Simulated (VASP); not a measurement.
K, 1 atom in the cell. The structure is cubic, space group Im-3m (No. 229). Conventional cell: a = 5.236 Å, b = 5.236 Å, c = 5.236 Å, α = 90.00°, β = 90.00°, γ = 90.00°. 

| Item | Value |
| --- | --- |
| Program | VASP 6.6.1 |
| Task | relaxation of cell and atoms |
| Functional | PBE |
| Potentials or basis | VASP PAW PBE potentials, release 64 (K_sv) |
| Cutoff | 600 eV |
| k mesh | 12 × 12 × 12 |
| Occupations | gaussian, width 0.1 eV |
| Spin | no spin polarisation |
| Further INCAR settings | ALGO = Fast; EDIFF = 1e-07; IBRION = 2; EDIFFG = -0.005; NSW = 90; ISIF = 3 |

Potentials or basis: VASP PAW PBE potentials, release 64 (K_sv).

The run is started by

```console
$ cat potpaw_PBE.64/K_sv/POTCAR > POTCAR
$ mpirun -np 1 vasp_std > vasp.out
```

Hardware: 1 thread of Intel(R) Xeon(R) Platinum 8259CL CPU @ 2.50GHz (Skylake/Cascade Lake), with other jobs on the host.

Q: How long does it take, and how much memory?

A: It took 110 s on 1 thread of Intel(R) Xeon(R) Platinum 8259CL CPU @ 2.50GHz (Skylake/Cascade Lake) (shared host), peak memory 0.24 GiB. Counts: scf iterations 43, k points 72, ion steps 3.
